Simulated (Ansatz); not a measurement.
## C (P6_3/mmc), random displacements

Theory: Ansatz, DFT PBEsol, scalar-relativistic, plane waves, PAW. Settings: plane waves to 420 eV, k-mesh 12×12×6 (Γ-centred), Gaussian smearing 0.05 eV. No spin polarisation. Energies are free energies at this smearing, counted from the undisturbed cell; pressure is positive in compression.

The starting cell (relaxed at this level):

```
C
1.0
     2.49881    0.00000    0.00000
    -1.24941    2.16404    0.00000
     0.00000    0.00000    4.16084
C
4
Direct
  0.33333 0.66667 0.06280
  0.66667 0.33333 0.56280
  0.33333 0.66667 0.43720
  0.66667 0.33333 0.93720
```

The atoms are displaced (Å, in the unstrained cell):

| atom | ux | uy | uz |
| --- | --- | --- | --- |
| C1 | -0.057 | -0.014 | 0.021 |
| C2 | 0.026 | -0.003 | 0.035 |
| C3 | 0.023 | -0.052 | -0.030 |
| C4 | 0.008 | 0.069 | -0.026 |

Strain (Voigt, engineering shear): (-0.0308, 0.0316, 0.0201, 0.0049, -0.0056, 0.0917).

**Question.** What are the energy change, the stress and the forces?

**Answer.** ΔE = 205.7 meV/atom; stress (xx, yy, zz, yz, xz, xy; compression positive) (38.78, -20.55, -23.84, -1.99, 5.40, -46.19) GPa; gap on the mesh 0.68 eV.
```csv
atom,Fx (eV/Å),Fy,Fz
C1,2.09,1.63,-1.15
C2,0.51,-0.83,-2.15
C3,-1.05,1.45,1.87
C4,-1.54,-2.25,1.42
```

Cost: 1 run of about 0.19 core-minutes, on Intel Xeon Platinum 8259CL (Skylake/Cascade Lake) (shared hosts).